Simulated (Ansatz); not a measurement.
The geometry is COD entry 9008875, unchecked; take it as a test cell. The listed cell was then made from it by scaling, straining or moving an atom.

An input for SiC: DFT, PBEsol, all-electron PAW with datasets made for the crystal, scalar-relativistic (Ansatz 0.2.0).

Command: `ansatz run input.yaml --threads 1 --pin off --max-ram 6144MiB --backend cpu --events-out ev --progress --plain --runs-dir out` The run took 13 s on 1 thread of Intel(R) Xeon(R) 6975P-C (Granite Rapids), on a shared host, peak memory 0.78 GiB.

```yaml
crystal:
  lattice:
    - [3.0553533011, 0.0, 0.0]
    - [-1.5276766505, 2.6460135763, 0.0]
    - [0.0, 0.0, 5.0141197845]
  atoms:
    - { symbol: Si, position: [0.3333333333, 0.6666666667, 0.0] }
    - { symbol: Si, position: [0.6666666667, 0.3333333333, 0.5] }
    - { symbol: C, position: [0.3333333333, 0.6666666667, 0.385] }
    - { symbol: C, position: [0.6666666667, 0.3333333333, 0.885] }
kpoints:
  mp_grid: { grid: [15, 15, 8] }
scf:
  occupations: { method: fermi_dirac, width: 0.08 }
hamiltonian:
  xc: pbesol
  pseudopotentials: { kind: all_electron, datasets: crystal }
output:
  forces: true
  stress: true
  eigenvalues: true
  efg: { contact_densities: true }
```

Set-up and iterations as logged by Ansatz (the results part is left out, to be predicted):

```
hamiltonian.pseudopotentials.datasets: crystal makes datasets for this crystal and solves the spheres of its atoms anew in each pass: cutoff 360.0 eV, the density's 1440.0 eV; for an error of 0.50 meV an atom under PBE, 2.0 meV for the cell; an energy difference from a run of another recipe may be off by several times the error for the cell, under r2SCAN by more, where some 0.1 meV an atom stays at smaller errors; C in spheres of 0.942 Å, 4 of its electrons in bands; Si in spheres of 0.910 Å, 4 of its electrons in bands, 8 on its site; only band paths and densities of states list, in semicore columns, the levels of the semicore shells that are solved separately: 2s of Si, 2p of Si
band count auto-derived: 13 (N_el = 16.0; filled up to band 8; 12 by the electrons, moments and atoms)
Engine: ansatz 0.2.0
Pseudopotentials: kind: all_electron
Pseudopotential: Si, paw, valence charge 12, recommended cutoff 360 eV (normal), Koelling and Harmon's equation, gaussian nucleus
Pseudopotential: C, paw, valence charge 4, recommended cutoff 360 eV (normal), Koelling and Harmon's equation, gaussian nucleus
Functional definition: PBEsol
  exchange = pbesol_x
  correlation = pbesol_c
Crystal: 4 atoms, lattice volume = 40.537 Å³
Basis set: ecut = 360 eV, 627 PW (Γ), exchange–correlation on 40×40×64 points (8 copies of the dense FFT grid, shifted against one another)
Bands: 13, of which v1, the nominal top of the filled ones, is band 8 counted from 1 (7 counted from 0)
Symmetry: 12 space group operations
Space group: P63mc (ITA 186), of the structure as read, at distance tolerance 3.4e-5 Å
k-points: 135 of 1800 (time reversal used)
Non-local potential: Si, projectors of the file, l = 0: 1, l = 1: 1
Non-local potential: C, projectors of the file, l = 0: 1, l = 1: 1
PAW form: soft (Blöchl's): semilocal exchange-correlation on the pseudo side does not see the compensation charge
PAW one-centre angular grid: Si, 110 points (default); XC on its mesh's 1863 points in the sphere
PAW one-centre angular grid: C, 110 points (default); XC on its mesh's 1949 points in the sphere
Initial density: superposition of atomic densities (neutral atoms: chi_scale 0, normalization atom)
Initial wavefunctions: pseudopotential atomic-orbital guess
Functional: x = pbesol(κ = 0.804, μ = 0.12345679012345678), c = pbesol(β = 0.046)
iter 1 solved again at ethr=7.17e-2 eV; its pass at ethr=1.00e-1 eV (dr2=1.15e1 eV) is discarded
SCF iter   1: F=—  HF=-17825.336519 eV  |F-HF|=—  |Δ(HF+E_count)|=         —  Δρ=1.56e-1  dr2=1.15e1  ethr=7.17e-2  ⟨swp⟩=2.0  Hψ=11015  notcnv=0
iter 2 solved again at ethr=3.35e-3 eV; its pass at ethr=7.17e-2 eV (dr2=5.36e-1 eV) is discarded
SCF iter   2: F=—  HF=-17822.234535 eV  |F-HF|=—  |Δ(HF+E_count)|=    3.10e0  Δρ=4.72e-2  dr2=5.54e-1  ethr=3.35e-3  ⟨swp⟩=3.4  Hψ=8813  notcnv=0  defer=54
SCF iter   3: F=—  HF=-17822.127977 eV  |F-HF|=—  |Δ(HF+E_count)|=   1.07e-1  Δρ=1.64e-2  dr2=6.16e-2  ethr=3.35e-3  ⟨swp⟩=3.1  Hψ=4014  notcnv=0  defer=5
SCF iter   4: F=—  HF=-17822.149063 eV  |F-HF|=—  |Δ(HF+E_count)|=   2.11e-2  Δρ=6.22e-3  dr2=1.09e-2  ethr=3.85e-4  ⟨swp⟩=2.2  Hψ=4510  notcnv=0  defer=31
SCF iter   5: F=—  HF=-17822.152274 eV  |F-HF|=—  |Δ(HF+E_count)|=   3.21e-3  Δρ=1.29e-3  dr2=5.38e-4  ethr=6.84e-5  ⟨swp⟩=3.0  Hψ=3128  notcnv=0  defer=14
SCF iter   6: F=—  HF=-17822.153985 eV  |F-HF|=—  |Δ(HF+E_count)|=   1.71e-3  Δρ=2.99e-4  dr2=1.36e-5  ethr=3.36e-6  ⟨swp⟩=3.1  Hψ=5178  notcnv=0  defer=11
SCF iter   7: F=—  HF=-17822.153997 eV  |F-HF|=—  |Δ(HF+E_count)|=   1.22e-5  Δρ=4.32e-5  dr2=2.00e-7  ethr=8.48e-8  ⟨swp⟩=2.4  Hψ=2955  notcnv=0  defer=2
SCF iter   8: F=-17822.153998 eV  HF=-17822.153998 eV  |F-HF|=1.52e-8  |Δ(HF+E_count)|=   4.50e-7  Δρ=7.46e-6  dr2=2.36e-8  ethr=1.25e-9  ⟨swp⟩=3.0  Hψ=3927  notcnv=0  defer=1
```

(1) What pressure will this run report?

(2) How large will the largest force be?

Results:

(1) 4.88 GPa (positive in compression).

(2) 0.778 eV/Å.
